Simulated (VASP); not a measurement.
Runs of VASP 6.6.1 on TiSi2. It takes space group Fddd (No. 70, orthorhombic). Conventional cell: a = 4.779 Å, b = 8.235 Å, c = 8.526 Å, α = 90.00°, β = 90.00°, γ = 90.00°. Ti (site symmetry 222) is surrounded by 10 Si at 2.55 to 2.78 Å. Si (site symmetry 2) is surrounded by 5 Si at 2.52 to 2.79 Å and 5 Ti at 2.55 to 2.78 Å. The cell is a database's computed one.

```csv
level,U,gap on the mesh (eV),pressure (GPa),relaxed volume (Å³/atom)
PBEsol+U,Ti d U = 5 eV,none,0.0,(b)
PBEsol+U,Ti d U = 2 eV,none,0.0,14.03
PBEsol+U,Ti d U = 3 eV,none,0.0,14.15
PBEsol+U,Ti d U = 4 eV,none,0.0,(a)
PBEsol,-,none,0.0,13.79
```

Alike in all rows: task relaxation of cell and atoms; potentials or basis VASP PAW PBE potentials, release 64 (Ti_sv, Si); no spin polarisation; cell relaxed; k mesh 5 × 5 × 5; cutoff (eV) 600; smearing fermi-dirac 0.05 eV.

Problem. Estimate the missing entries.

Solution. (a) 14.27; (b) 14.40.

Caveats: the PAW data sets were made with another functional, which shifts forces and pressure a little; U without spin polarisation on a metal has little footing (some runs); the U is typed as a test and isn't derived for this compound (some runs).

A gap of «none» marks a metal or a gap under the smearing width.
